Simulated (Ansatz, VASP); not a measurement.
**C: VASP beside Ansatz**

Contents of INCAR:

```
ALGO = Normal
EDIFF = 1E-6
ENCUT = 520
GGA = PE
ISIF = 2
ISMEAR = 0
ISPIN = 2
LASPH = True
LCHARG = False
LORBIT = 11
LREAL = False
LWAVE = False
MAGMOM = 1 1 1
NBANDS = 17
NELM = 150
PREC = Accurate
SIGMA = 0.1
```

The input KPOINTS:

```
k-points
0
Gamma
  8 8 8
```

The input POSCAR:

```
C
1.0
    1.2371465001     -3.0351767337      0.0000000000
    1.2371465001      3.0351767337      0.0000000000
    0.0000000000      0.0000000000      2.4635143776
C
3
Direct
    0.6813114277      0.3186885723      0.5000000000
    0.3186885723      0.6813114277      0.5000000000
    0.5000000000      0.5000000000      0.0000000000
```

Input for Ansatz:

```yaml
crystal:
  lattice:
    - [1.2371465001, -3.0351767337, 0.0]
    - [1.2371465001, 3.0351767337, 0.0]
    - [0.0, 0.0, 2.4635143776]
  atoms:
    - { symbol: C, position: [0.6813114277, 0.3186885723, 0.5], spin: 1.0 }
    - { symbol: C, position: [0.3186885723, 0.6813114277, 0.5], spin: 1.0 }
    - { symbol: C, position: [0.5, 0.5, 0.0], spin: 1.0 }
basis:
  ecutwfc: 420
kpoints:
  mp_grid: { grid: [8, 8, 8] }
hamiltonian:
  xc: pbe
scf:
  occupations: { method: gaussian, width: 0.1 }
  lower_state_search: "off"
output:
  forces: true
  stress: true
  eigenvalues: true
  populations: true
magnetization:
  spin_polarized: true
```

Alike in both runs: task single point; functional PBE; k mesh 8 × 8 × 8; occupations gaussian, width 0.1 eV; collinear spin.

|  | VASP | Ansatz |
| --- | --- | --- |
| version | VASP 6.6.1 | Ansatz 0.2.0 |
| potentials or method | VASP PAW PBE potentials, release 64 (C) | scalar-relativistic, plane waves, PAW |
| plane-wave cutoff (eV) | 520 | 420 |
| valence electrons in the cell | 12 | 12 |

Ansatz gave:

- gap on the k mesh at the Fermi level (eV): none
- pressure (GPa): 0.0
- largest component of the traceless stress (GPa): 0.15
- rms of the force components (eV/Å): 0.003
- net moment per atom (μB): 0.00

Task: Estimate VASP's values.

Result: gap on the k mesh at the Fermi level (eV): none; pressure (GPa): 0.4; largest component of the traceless stress (GPa): 0.23; rms of the force components (eV/Å): 0.011; net moment per atom (μB): 0.00.

Atom by atom the forces differ by 0.014 eV/Å (rms over components). A gap of «none» marks a metal or a gap that the smearing closes. With one functional, cell and mesh, what is left measures potentials, basis and numerics. Ansatz warned: «seeded_moment_not_kept».
